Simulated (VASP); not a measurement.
# Cl2C in VASP: settings compared

The runs below take Cl2C through atomic charges, electron localisation function, single point, with PBE+TS, PBE, r2SCAN+D4, r2SCAN.

All numbers are computed with VASP 6.6.1; they aren't measurements. Logs are shortened: lines on timing, memory, paths and dates and some standing lists are left out, and cuts for length are marked.

## (1) The molecule as given

The cell holds a molecule in a box, 3 atoms: a = 12.000 Å, b = 11.000 Å, c = 11.000 Å, α = 90.00°, β = 90.00°, γ = 90.00°.

## (2) Atomic charges, PBE+TS

Contents of INCAR:

```
ALGO = Normal ; EDIFF = 1E-7
ENCUT = 520 ; GGA = PE
ISIF = 2 ; ISMEAR = 0
IVDW = 2 ; LASPH = True
LCHARG = False ; LORBIT = 11
LREAL = False ; LWAVE = False
NELM = 100 ; PREC = Accurate
SIGMA = 0.01
```

Contents of KPOINTS:

```
k-points
0
Gamma
  1 1 1
```

Contents of POSCAR:

```
CCl2
1.0
   12.0000000000      0.0000000000      0.0000000000
    0.0000000000     11.0000000000      0.0000000000
    0.0000000000      0.0000000000     11.0000000000
Cl C
2 1
Direct
    0.5944916700      0.4570000000      0.5530363600
    0.4076750000      0.5700727300      0.4531454500
    0.4721333300      0.4337454500      0.4772090900
```

Potentials or basis: VASP PAW PBE potentials, release 64 (Cl, C).

Run with:

```
> cat potpaw_PBE.64/Cl/POTCAR potpaw_PBE.64/C/POTCAR > POTCAR
> mpirun -np 1 vasp_gam > vasp.out
```

OUTCAR:

```text
EDIFF = 1E-7
   ENCUT = 520
   GGA = PE
   ISIF = 2
   ISMEAR = 0
   IVDW = 2
   LASPH = True
   LORBIT = 11
   LREAL = False
   NELM = 100
   PREC = Accurate
  IVDW =   2

 ion  position               nearest neighbor table
   1  0.594  0.457  0.553-   3 1.71
   2  0.408  0.570  0.453-   3 1.71
   3  0.472  0.434  0.477-   1 1.71   2 1.71

  LATTYP: Found a simple tetragonal cell.
 ALAT       =    11.0000000000
 C/A-ratio  =     1.0909090909

  Lattice vectors:

 A1 = (   0.0000000000,  11.0000000000,   0.0000000000)
 A2 = (   0.0000000000,   0.0000000000,  11.0000000000)
 A3 = (  12.0000000000,   0.0000000000,   0.0000000000)

Analysis of symmetry for initial positions (statically):
=====================================================================
 Subroutine PRICEL returns:
 Original cell was already a primitive cell.

 Routine SETGRP: Setting up the symmetry group for a
 simple tetragonal supercell.

 Subroutine GETGRP returns: Found  1 space group operations
 (whereof  1 operations were pure point group operations)
 out of a pool of 16 trial point group operations.

The static configuration has the point symmetry C_1 .

Analysis of symmetry for dynamics (positions and initial velocities):
=====================================================================
 Subroutine PRICEL returns:
 Original cell was already a primitive cell.

 Routine SETGRP: Setting up the symmetry group for a
 simple tetragonal supercell.

 Subroutine GETGRP returns: Found  1 space group operations
 (whereof  1 operations were pure point group operations)
 out of a pool of 16 trial point group operations.

The dynamic configuration has the point symmetry C_1 .

 Subroutine INISYM returns: Found  1 space group operations
 (whereof  1 operations are pure point group operations),
 and found     1 'primitive' translations

----------------------------------------------------------------------------------------

                                     Primitive cell

  volume of cell :    1452.0000

  direct lattice vectors                    reciprocal lattice vectors
    12.000000000  0.000000000  0.000000000     0.083333333  0.000000000  0.000000000
     0.000000000 11.000000000  0.000000000     0.000000000  0.090909091  0.000000000
     0.000000000  0.000000000 11.000000000     0.000000000  0.000000000  0.090909091

  length of vectors
    12.000000000 11.000000000 11.000000000     0.083333333  0.090909091  0.090909091

  position of ions in fractional coordinates (direct lattice)
     0.594491670  0.457000000  0.553036360
     0.407675000  0.570072730  0.453145450
     0.472133330  0.433745450  0.477209090

  ion indices of the primitive-cell ions
   primitive index   ion index
                 1           1
                 2           2
                 3           3

----------------------------------------------------------------------------------------

 KPOINTS: k-points

Automatic generation of k-mesh.
 Grid dimensions read from file:
 generate k-points for:    1    1    1

 Generating k-lattice:

  Cartesian coordinates                     Fractional coordinates (reciprocal lattice)
     0.083333333  0.000000000  0.000000000     1.000000000  0.000000000  0.000000000
     0.000000000  0.090909091  0.000000000     0.000000000  1.000000000  0.000000000
     0.000000000  0.000000000  0.090909091     0.000000000  0.000000000  1.000000000

  Length of vectors
     0.083333333  0.090909091  0.090909091

  Shift w.r.t. Gamma in fractional coordinates (k-lattice)
     0.000000000  0.000000000  0.000000000

 Subroutine IBZKPT returns following result:
 ===========================================

 Found      1 irreducible k-points:

 Following reciprocal coordinates:
            Coordinates               Weight
  0.000000  0.000000  0.000000      1.000000
   k-points           NKPTS =      1   k-points in BZ     NKDIM =      1   number of bands    NBANDS=     13
   number of dos      NEDOS =    301   number of ions     NIONS =      3
   total plane-waves  NPLWV = 635040
   dimension x,y,z NGX =    90 NGY =   84 NGZ =   84
   dimension x,y,z NGXF=   180 NGYF=  168 NGZF=  168
   ions per type =               2   1
   NGX,Y,Z   is equivalent  to a cutoff of  12.47, 12.70, 12.70 a.u.
   NGXF,Y,Z  is equivalent  to a cutoff of  24.94, 25.39, 25.39 a.u.
 SYSTEM =  unknown system
   PREC   = accura    normal or accurate (medium, high low for compatibility)
   ISTART =      0    job   : 0-new  1-cont  2-samecut
   ICHARG =      2    charge: 1-file 2-atom 10-const
   ISPIN  =      1    spin polarized calculation?
   LNONCOLLINEAR =      F non collinear calculations
   LSORBIT =      F    spin-orbit coupling
   LASPH  =      T    aspherical Exc in radial PAW
   ENCUT  =  520.0 eV  38.22 Ry    6.18 a.u.  22.31 20.45 20.45*2*pi/ulx,y,z
   NELM   =    100;   NELMIN=  2; NELMDL= -5     # of ELM steps
   EDIFF  = 0.1E-06   stopping-criterion for ELM
   LREAL  =      F    real-space projection
   EDIFFG = 0.1E-05   stopping-criterion for IOM
   NSW    =      0    number of steps for IOM
   IBRION =     -1    ionic relax: 0-MD 1-quasi-New 2-CG
   NFREE  =      0    steps in history (QN), initial steepest desc. (CG)
   ISIF   =      2    stress and relaxation
   ISYM   =      2    0-nonsym 1-usesym 2-fastsym
   POTIM  = 0.5000    time-step for ionic-motion
   TEBEG  =    0.0;   TEEND  =   0.0 temperature during run
   PSTRESS=    0.0 pullay stress
   NELECT =      18.0000    total number of electrons
   NUPDOWN=      -1.0000    fix difference up-down
   EMIN   =  10.00;   EMAX   =-10.00  energy-range for DOS
   EFERMI =   0.00;   METHOD = LEGACY
   ISMEAR =     0;   SIGMA  =   0.01  broadening in eV -4-tet -1-fermi 0-gaus
   EFERMI_NEDOS =   21; number of points for ismear=-14 and -15
   IALGO  =     38    algorithm
   IMIX   =      4    mixing-type and parameters
     AMIX     =   0.40;   BMIX     =  1.00
     AMIX_MAG =   1.60;   BMIX_MAG =  1.00
  volume/ion in A,a.u.               =     484.00      3266.19
  Fermi-wavevector in a.u.,A,eV,Ry     =   0.378887  0.715993  1.953193  0.143556
  Thomas-Fermi vector in A             =   1.312529
   LORBIT       =     11    0 simple, 1 ext, 2 COOP (PROOUT), +10 PAW based schemes
   GGA     = PE    functional components
   LHFCALC =     F    Hartree Fock is set to
   AEXX    =    0.0000 exact exchange contribution
   IVDW    =     2    specifies the selected vdW correction
   LEPSILON=     F    determine dielectric tensor
   LRPA    =     F    only Hartree local field effects (RPA)
 non-spin polarized calculation
 Gauss-broadening in eV      SIGMA  =   0.01
  energy-cutoff  :      520.00
  volume of cell :     1452.00
 maximum number of plane-waves:     19579
 NGX is ok and might be reduce to    90
   NGX = 45   NGY = 41   NGZ = 41

 number of electron      17.9999998 magnetization

 Free energy of the ion-electron system (eV)
  ---------------------------------------------------
  ext. energy  EPLUGINS =         0.00000000
  ---------------------------------------------------
  free energy    TOTEN  =       -10.54510669 eV

  energy without entropy =      -10.54510669  energy(sigma->0) =      -10.54510669

 E-fermi :  -5.7947     XC(G=0):  -0.8186

 val. band max:       -5.8580848410   @ k =   0.0000   0.0000   0.0000
 cond. band min:      -4.0523408644   @ k =   0.0000   0.0000   0.0000
 fundamental gap:      1.8057439766
 Fermi energy:        -5.7947260136

 k-point     1 :       0.0000    0.0000    0.0000
  band No.  band energies     occupation
      1     -23.3588      2.00000
      2     -21.3481      2.00000
      3     -14.9240      2.00000
      4     -11.5176      2.00000
      5     -10.1630      2.00000
      6      -9.9464      2.00000
      7      -8.4937      2.00000
      8      -7.7427      2.00000
      9      -5.8581      2.00000
     10      -4.0523      0.00000
     11      -0.9196      0.00000
     12      -0.2659      0.00000
     13       0.1671      0.00000

------------------------ aborting loop because EDIFF is reached ----------------------------------------

  Hirshfeld charges:
            ion         q(e)
   ------------------------------
      1     Cl       0.02935519
      2     Cl       0.02977587
      3     C       -0.05913106

  Tkatchenko/Scheffler method for vdW energy calculation

  Number of pair interactions contributing to vdW energy:    2132

  Edisp (eV):   -0.00197

  FORCE on cell =-STRESS in cart. coord.  units (eV):
  Direction    XX          YY          ZZ          XY          YZ          ZX
  --------------------------------------------------------------------------------------
  -------------------------------------------------------------------------------------
  Total       0.65838     0.44838     0.15495    -0.24039    -0.08005     0.35293
  in kB       0.72647     0.49476     0.17098    -0.26525    -0.08832     0.38944
  external pressure =        0.46 kB  Pullay stress =        0.00 kB

 VOLUME and BASIS-vectors are now :
 -----------------------------------------------------------------------------
  energy-cutoff  :      520.00
  volume of cell :     1452.00
      direct lattice vectors                 reciprocal lattice vectors
    12.000000000  0.000000000  0.000000000     0.083333333  0.000000000  0.000000000
     0.000000000 11.000000000  0.000000000     0.000000000  0.090909091  0.000000000
     0.000000000  0.000000000 11.000000000     0.000000000  0.000000000  0.090909091

 POSITION                                       TOTAL-FORCE (eV/Angst)
 -----------------------------------------------------------------------------------
      7.13390      5.02700      6.08340         0.354156      0.006377      0.195304
      4.89210      6.27080      4.98460        -0.220295      0.324235     -0.086391
      5.66560      4.77120      5.24930        -0.133861     -0.330612     -0.108914
 -----------------------------------------------------------------------------------
    total drift:                                0.000111     -0.000652     -0.000088

  FREE ENERGIE OF THE ION-ELECTRON SYSTEM (eV)
  ---------------------------------------------------
  free  energy   TOTEN  =       -10.5470791346 eV

  energy  without entropy=      -10.5470791346  energy(sigma->0) =      -10.54707913

 total charge

# of ion       s       p       d       tot
------------------------------------------
    1        1.615   3.490   0.000   5.104
    2        1.615   3.490   0.000   5.104
    3        0.994   1.214   0.000   2.208
--------------------------------------------------
tot          4.223   8.193   0.000  12.416
```

Run time: 91 s. Hardware: 1 thread of Intel Xeon 6975P-C (Granite Rapids), shared host; peak memory 1.1 GiB.

What came out:

```
Free energy                                           : -10.5471 eV
Largest force                                         : 0.404 eV/Å
Gap between the frontier levels                       : 1.81 eV
Valence electrons inside the program's atomic spheres : Cl 5.10; C 2.21
Hirshfeld charges                                     : Cl +0.03; C -0.06 e
Dispersion energy per atom                            : -0.001 eV
```

Forces in eV/Å, atoms in the order of the input:
```
Cl   0.354  0.006  0.195
Cl  -0.220  0.324 -0.086
C   -0.134 -0.331 -0.109
```

PBE gaps usually lie below the measured ones, often by a third to a half.

## (3) Electron localisation function, PBE

Contents of INCAR:

```
  ALGO = Normal
  EDIFF = 1E-6
  ENCUT = 520
  GGA = PE
  ISIF = 2
  ISMEAR = 0
  LASPH = T
  LCHARG = T
  LELF = T
  LREAL = F
  LWAVE = F
  NELM = 60
  PREC = Accurate
  SIGMA = 0.01
```

KPOINTS is that of step 2.

POSCAR is that of step 2.

Potentials or basis: VASP PAW PBE potentials, release 64 (Cl, C).

Run with:

```
> cat potpaw_PBE.64/Cl/POTCAR potpaw_PBE.64/C/POTCAR > POTCAR
> mpirun -np 1 vasp_gam > vasp.out
```

Wall time 87 s (1 thread of Intel Xeon 6975P-C (Granite Rapids), shared host); peak memory 1 GiB.

Results (log left out):

```yaml
Free_energy: -10.5451 eV
Largest_force: 0.401 eV/Å
Gap_between_the_frontier_levels: 1.81 eV
```

Forces in eV/Å, atoms in the order of the input:
```
Cl   0.351  0.008  0.194
Cl  -0.217  0.323 -0.085
C   -0.134 -0.331 -0.109
```

Levels at points of the mesh, in eV from the valence-band top:
```
           k point  band 5  band 6  band 7  band 8  band 9  band 10  band 11  band 12  band 13
(0.00, 0.00, 0.00)   -4.30   -4.09   -2.64   -1.88    0.00     1.81     4.94     5.59     6.03
```

## (4) Single point, r2SCAN+D4

Contents of INCAR:

```
SYSTEM = CCl2
PREC = Accurate
ENCUT = 520
EDIFF = 1E-6
ISMEAR = 0
SIGMA = 0.01
LREAL = .FALSE.
LASPH = .TRUE.
NELM = 60
ALGO = Normal
ISIF = 2
LWAVE = .FALSE.
LCHARG = .TRUE.
METAGGA = R2SCAN
LMIXTAU = .TRUE.
IVDW = 13
VDW_S6 = 1.0
VDW_S8 = 0.6018749
VDW_A1 = 0.51559235
VDW_A2 = 5.77342911
LELF = .TRUE.
LVHAR = .TRUE.
LVACPOTAV = .TRUE.
NBANDS = 16
```

Contents of KPOINTS:

```
regular mesh
0
G
  1 1 1
  0 0 0
```

Contents of POSCAR:

```
CCl2
1.0
   12.0000000000      0.0000000000      0.0000000000
    0.0000000000     11.0000000000      0.0000000000
    0.0000000000      0.0000000000     11.0000000000
Cl C
2 1
Cartesian
    7.1339000400      5.0270000000      6.0833999600
    4.8921000000      6.2708000300      4.9845999500
    5.6655999600      4.7711999500      5.2492999900
```

Run with:

```
> cat potpaw_PBE.64/Cl/POTCAR potpaw_PBE.64/C/POTCAR > POTCAR
> mpirun -np 1 vasp_gam > vasp.out
```

Run time: 6.9 min. Hardware: 1 thread of Intel Xeon 6975P-C (Granite Rapids), shared host; peak memory 1.3 GiB.

The run converged. Its results:

```
Free energy                     : -19.7320 eV
Largest force                   : 0.208 eV/Å
Gap between the frontier levels : 2.24 eV
Dispersion energy per atom      : -0.005 eV
```

Forces in eV/Å, atoms in the order of the input:
```
Cl   0.181  0.005  0.101
Cl  -0.112  0.164 -0.045
C   -0.070 -0.169 -0.056
```

Levels at points of the mesh, in eV from the valence-band top:
| k point | band 5 | band 6 | band 7 | band 8 | band 9 | band 10 | band 11 | band 12 | band 13 | band 14 |
| --- | --- | --- | --- | --- | --- | --- | --- | --- | --- | --- |
| (0.00, 0.00, 0.00) | -4.37 | -4.22 | -2.67 | -1.90 | 0.00 | 2.24 | 5.57 | 6.30 | 6.81 | 7.37 |

Caveat: the PAW data sets were made with another functional, which shifts forces and pressure a little.

## (5) Single point, r2SCAN

Contents of INCAR:

```
  PREC = Accurate
  ENCUT = 520
  EDIFF = 1E-7
  ISMEAR = 0
  SIGMA = 0.01
  LREAL = False
  LASPH = True
  NELM = 100
  ALGO = Normal
  ISIF = 2
  LWAVE = False
  LCHARG = False
  METAGGA = R2SCAN
  LMIXTAU = True
  NBANDS = 16
```

Contents of KPOINTS:

```
regular mesh
0
Gamma
  1 1 1
```

POSCAR is that of step 4.

Run with:

```
> cat potpaw_PBE.64/Cl/POTCAR potpaw_PBE.64/C/POTCAR > POTCAR
> mpirun -np 1 vasp_gam > vasp.out
```

Run time: 7.4 min. Hardware: 1 thread of Intel Xeon 6975P-C (Granite Rapids), shared host; peak memory 1.3 GiB.

The run converged. Its results:

```
Free energy                     : -19.7171 eV
Largest force                   : 0.208 eV/Å
Gap between the frontier levels : 2.24 eV
```

Forces on the atoms (eV/Å):
```
Cl   0.182  0.005  0.101
Cl  -0.112  0.164 -0.045
C   -0.070 -0.169 -0.056
```

Levels at points of the mesh, in eV from the valence-band top:
| k point | band 5 | band 6 | band 7 | band 8 | band 9 | band 10 | band 11 | band 12 | band 13 | band 14 |
| --- | --- | --- | --- | --- | --- | --- | --- | --- | --- | --- |
| (0.00, 0.00, 0.00) | -4.37 | -4.22 | -2.67 | -1.90 | 0.00 | 2.24 | 5.57 | 6.30 | 6.82 | 7.38 |

Caveat: the PAW data sets were made with another functional, which shifts forces and pressure a little. r2SCAN opens gaps a little over a GGA but as a rule still falls short of measured ones.

## (6) Summary

| task | level | gap on the mesh (eV) | largest force (eV/Å) |
| --- | --- | --- | --- |
| atomic charges | PBE+TS | 1.81 | 0.40 |
| electron localisation function | PBE | 1.81 | 0.40 |
| single point | r2SCAN+D4 | 2.24 | 0.21 |
| single point | r2SCAN | 2.24 | 0.21 |

Alike in all rows: potentials or basis VASP PAW PBE potentials, release 64 (Cl, C); no spin polarisation; cell as given; k mesh 1 × 1 × 1; cutoff (eV) 520; smearing gaussian 0.01 eV.

On the cell as given the gap runs from 1.81 eV (PBE+TS) to 2.24 eV (r2SCAN+D4).

Caveats: the PAW data sets were made with another functional, which shifts forces and pressure a little (some runs).

Total energies depend on the potentials used, so only differences within one code and one set of settings carry meaning.
